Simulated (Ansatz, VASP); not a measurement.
**Ta in VASP and in Ansatz**

The input INCAR:

```
SYSTEM = Ta
PREC = Accurate
ENCUT = 520
EDIFF = 1E-7
ISMEAR = 0
SIGMA = 0.15
LREAL = .False.
LASPH = .True.
NELM = 60
ALGO = Fast
ISIF = 2
LWAVE = .False.
LCHARG = .True.
GGA = PE
LELF = .True.
LVHAR = .True.
NBANDS = 12
```

The input KPOINTS:

```
regular mesh
0
Gamma
  20 20 20
  0 0 0
```

POSCAR

```
Ta
1.0
   -1.6925620000      1.6925620000      1.7338440000
    1.6925620000     -1.6925620000      1.7338440000
    1.6925620000      1.6925620000     -1.7338440000
Ta
1
Direct
    0.0000000000      0.0000000000      0.0000000000
```

Input for Ansatz:

```yaml
crystal:
  lattice:
    - [-1.692562, 1.692562, 1.733844]
    - [1.692562, -1.692562, 1.733844]
    - [1.692562, 1.692562, -1.733844]
  atoms:
    - { symbol: Ta, position: [0.0, 0.0, 0.0] }
basis:
  ecutwfc: 420
kpoints:
  mp_grid: { grid: [20, 20, 20] }
hamiltonian:
  xc: pbe
scf:
  occupations: { method: gaussian, width: 0.15 }
output:
  forces: true
  stress: true
  eigenvalues: true
```

Change from the starting cell: strain +0.025 along x and y, +0.050 along z, atoms carried along.

Alike in both runs: task single point; functional PBE; k mesh 20 × 20 × 20; occupations gaussian, width 0.15 eV; no spin polarisation.

|  | VASP | Ansatz |
| --- | --- | --- |
| version | VASP 6.6.1 | Ansatz 0.2.0 |
| potentials or method | VASP PAW PBE potentials, release 64 (Ta_pv) | scalar-relativistic, plane waves, PAW |
| plane-wave cutoff (eV) | 520 | 420 |
| valence electrons in the cell | 11 | 13 |

```tsv
	VASP	Ansatz	Ansatz less VASP
gap on the k mesh at the Fermi level (eV)	none	none	-
pressure (GPa)	-13.8	-13.8	-0.01
largest component of the traceless stress (GPa)	1.33	1.33	0.000
```

A gap of «none» marks a metal or a gap that the smearing closes. The two sets of potentials don't hold the same shells in valence.

The runs have no spin-orbit coupling, so splittings on Ta are missing.
